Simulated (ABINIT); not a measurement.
Runs of ABINIT 10.8.3 (patched build) on Sb. Symmetry: P6_3/mmc, No. 194, hexagonal system. Conventional cell: a = 3.355 Å, b = 3.355 Å, c = 5.470 Å, α = 90.00°, β = 90.00°, γ = 120.00°. Around Sb (site symmetry -6m2) lie 12 Sb at 3.35 Å. This isn't the form of Sb at room conditions, which is rhombohedral.

```csv
task,level,potentials or basis,cell,k mesh,cutoff (eV),bands in the sums,broadening (eV),scissor shift (eV),tensor components,cell freedom (optcell),gap on the mesh (eV),pressure (GPa)
single point,PBEsol,PseudoDojo NC SR PBEsol v0.4.1 standard,as given,7 × 7 × 4,980,-,-,-,-,-,none,-2.9
single point,LDA,PseudoDojo NC SR LDA v0.4.1 standard,as given,7 × 7 × 4,1088,-,-,-,-,-,none,-2.5
optical spectrum,LDA,PseudoDojo NC SR LDA v0.4.1 standard,as given,"10 × 10 × 6, shifted",1088,23,0.15,0,"[11, 33]",-,-,(a)
single point,PBEsol,PseudoDojo NC SR PBEsol v0.4 stringent,cell relaxed,7 × 7 × 4,1361,-,-,-,-,-,none,-0.1
relaxation of cell and atoms,PBEsol,PseudoDojo NC SR PBEsol v0.4 stringent,relaxed,7 × 7 × 4,1361,-,-,-,-,2,none,0.0
```

Alike in all rows: no spin polarisation; smearing fermi-dirac 0.05 eV.

Fill in the values left out.

(a) -2.3.

Caveats: the intraband (Drude) term is left out (some runs); spectra need much finer meshes, so this one isn't converged (some runs); independent-particle spectra lack excitons (some runs).

A k mesh can miss the band edges, and the runs leave out spin-orbit coupling on Sb.

A gap of «none» marks a metal or a gap under the smearing width.

The runs don't all hold the same shells in valence.
